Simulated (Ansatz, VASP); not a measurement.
## Al2O3: VASP beside Ansatz

File INCAR:

```
  PREC = Accurate
  ENCUT = 520
  EDIFF = 1E-6
  ISMEAR = 0
  SIGMA = 0.01
  LREAL = F
  LASPH = T
  NELM = 100
  ALGO = Normal
  ISIF = 2
  LWAVE = F
  LCHARG = T
  GGA = PS
  LELF = T
  LVHAR = T
  NBANDS = 35
```

KPOINTS

```
regular mesh
0
Gamma
  6 6 6
```

The input POSCAR:

```
Al2O3
1.0
    2.3869305895      1.3780950184      4.3382851438
   -2.3869305895      1.3780950184      4.3382851438
    0.0000000000     -2.7561900367      4.3382851438
Al O
4 6
Direct
    0.1479209717      0.1479209717      0.1479209717
    0.3520790283      0.3520790283      0.3520790283
    0.6479209717      0.6479209717      0.6479209717
    0.8520790283      0.8520790283      0.8520790283
    0.9441401456      0.5558598544      0.2500000000
    0.4441401456      0.7500000000      0.0558598544
    0.5558598544      0.2500000000      0.9441401456
    0.2500000000      0.9441401456      0.5558598544
    0.7500000000      0.0558598544      0.4441401456
    0.0558598544      0.4441401456      0.7500000000
```

Input for Ansatz:

```yaml
crystal:
  lattice:
    - [2.3869305903, 1.3780950188, 4.338285143]
    - [-2.3869305903, 1.3780950188, 4.338285143]
    - [0.0, -2.7561900377, 4.338285143]
  atoms:
    - { symbol: Al, position: [0.1479209718, 0.1479209718, 0.1479209718] }
    - { symbol: Al, position: [0.3520790282, 0.3520790282, 0.3520790282] }
    - { symbol: Al, position: [0.6479209718, 0.6479209718, 0.6479209718] }
    - { symbol: Al, position: [0.8520790282, 0.8520790282, 0.8520790282] }
    - { symbol: O, position: [0.9441401457, 0.5558598543, 0.25] }
    - { symbol: O, position: [0.4441401457, 0.75, 0.0558598543] }
    - { symbol: O, position: [0.5558598543, 0.25, 0.9441401457] }
    - { symbol: O, position: [0.25, 0.9441401457, 0.5558598543] }
    - { symbol: O, position: [0.75, 0.0558598543, 0.4441401457] }
    - { symbol: O, position: [0.0558598543, 0.4441401457, 0.75] }
basis:
  ecutwfc: 420
  xc_grid: 2
kpoints:
  mp_grid: { grid: [6, 6, 6] }
  band_path: { path: [VBM, CBM], npoints: 2 }
hamiltonian:
  xc: pbesol
scf:
  occupations: { method: gaussian, width: 0.01 }
output:
  forces: true
  stress: true
  eigenvalues: true
```

Alike in both runs: task single point; functional PBEsol; k mesh 6 × 6 × 6; occupations gaussian, width 0.01 eV; no spin polarisation.

|  | VASP | Ansatz |
| --- | --- | --- |
| version | VASP 6.6.1 | Ansatz 0.2.0 |
| potentials or method | VASP PAW PBE potentials, release 64 (Al, O) | scalar-relativistic, plane waves, PAW |
| plane-wave cutoff (eV) | 520 | 420 |
| valence electrons in the cell | 48 | 48 |

VASP gave:

```
gap on the k mesh at the Fermi level (eV)       : 6.04
least direct gap on the mesh (eV)               : 6.04
pressure (GPa)                                  : 0.1
largest component of the traceless stress (GPa) : 0.06
```

Task: Estimate Ansatz's values.

Result: gap on the k mesh at the Fermi level (eV): 6.03; least direct gap on the mesh (eV): 6.03; pressure (GPa): 0.0; largest component of the traceless stress (GPa): 0.00.

Caveats: the PAW data sets were made with another functional, which shifts forces and pressure a little (VASP). A k mesh can miss the band edges.
